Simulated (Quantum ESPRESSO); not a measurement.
## KBr: dielectric tensor and Born charges under several settings

```xyz
2
Lattice="0.0000 3.3000 3.3000 3.3000 0.0000 3.3000 3.3000 3.3000 0.0000" Properties=species:S:1:pos:R:3 pbc="T T T"
Br    3.3000    3.3000    3.3000
K     0.0000    0.0000    0.0000
```

All runs used Quantum ESPRESSO 7.5; k mesh 6 × 6 × 6, shifted; given cell; cutoff 1007 eV; occupations smeared at first, fixed for the response.

```csv
level,potentials,spin,ε∞ (diagonal)
PBE,PseudoDojo 0.4 FR PBE standard,"spin-orbit coupling, no magnetisation",?
PBE,PseudoDojo 0.4.1 SR PBE standard,no spin polarisation,2.55
```

Problem. What stands in the row left open?

Solution. ε∞ 2.56.
